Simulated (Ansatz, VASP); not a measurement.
Two plane-wave programs on HfO2

```
CELL_PARAMETERS angstrom
0.00000 2.54881 2.54881
2.54881 0.00000 2.54881
2.54881 2.54881 0.00000
ATOMIC_POSITIONS crystal
Hf 0.00000 0.00000 0.00000
O 0.25000 0.25000 0.25000
O 0.75000 0.75000 0.75000
```

Alike in both runs: functional PBE; k mesh 8 × 8 × 8; occupations gaussian, width 0.02 eV; no spin polarisation.

Ansatz relaxed the structure, and its values are those at the end. VASP's run is a single point on that final structure, the one shown.

|  | VASP | Ansatz |
| --- | --- | --- |
| version | VASP 6.6.1 | Ansatz 0.2.0 |
| potentials or method | VASP PAW PBE potentials, release 64 (Hf_pv, O) | scalar-relativistic, plane waves, PAW |
| plane-wave cutoff (eV) | 520 | 420 |
| valence electrons in the cell | 22 | 38 |

|  | VASP | Ansatz | Ansatz less VASP |
| --- | --- | --- | --- |
| gap on the k mesh at the Fermi level (eV) | 3.76 | 3.75 | -0.011 |
| least direct gap on the mesh (eV) | 3.76 | 3.75 | -0.011 |
| pressure (GPa) | -3.6 | 0.0 | +3.63 |

The two sets of potentials don't hold the same shells in valence.

Caveats: spin-orbit coupling is left out, which moves the levels of the heavy elements. A k mesh can miss the band edges.
